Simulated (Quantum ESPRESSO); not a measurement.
Runs of Quantum ESPRESSO 7.5 on Bi. Symmetry: P2/m, No. 10, monoclinic system. Conventional cell: a = 3.238 Å, b = 3.222 Å, c = 6.444 Å, α = 90.00°, β = 90.72°, γ = 90.00°. Bi (site symmetry m) is surrounded by 6 Bi at 3.22 to 3.24 Å. This isn't the form of Bi at room conditions, which is rhombohedral.

```csv
task,level,potentials or basis,cell,k mesh,cutoff (eV),smearing,form of the LDA correlation,ASE optimiser,dispersion computed by,rVV10 parameter b,gap on the mesh (eV),pressure (GPa),relaxed volume (Å³/atom)
relaxation of cell and atoms,PBEsol,PseudoDojo 0.4.1 SR PBEsol standard,relaxed,7 × 7 × 3,898,fermi-dirac 0.05 eV,-,BFGS,-,-,none,0.0,33.38
relaxation of cell and atoms,PBEsol+D4,PseudoDojo 0.4.1 SR PBEsol standard,relaxed,7 × 7 × 3,898,fermi-dirac 0.05 eV,-,BFGS,dftd4 4.3.1 through ASE,-,none,0.1,(a)
relaxation of cell and atoms,PBEsol+rVV10,PseudoDojo 0.4.1 SR PBEsol standard,relaxed,7 × 7 × 3,898,fermi-dirac 0.05 eV,-,BFGS,-,6.3,none,0.0,32.20
phonons,LDA,JTH 2.0 LDA,relaxed,7 × 7 × 3,707,gaussian 0.272 eV,PW92,-,-,-,none,0.0,-
```

Alike in all rows: no spin polarisation.

Q: Fill in the values left out.

A: (a) 32.53.

Caveats: spin-orbit coupling is left out, which moves the levels of the heavy elements; pairwise dispersion overbinds metals, which lowers pressure and volume (some runs); rVV10's parameter b was fitted to another functional (some runs); the mesh is thin for the phonons of a metal (some runs); the cell relaxed to another space group than the one typed (some runs).

A k mesh can miss the band edges, and the runs leave out spin-orbit coupling on Bi.

A gap of «none» marks a metal or a gap under the smearing width.

Not every run made on this cell is shown here.
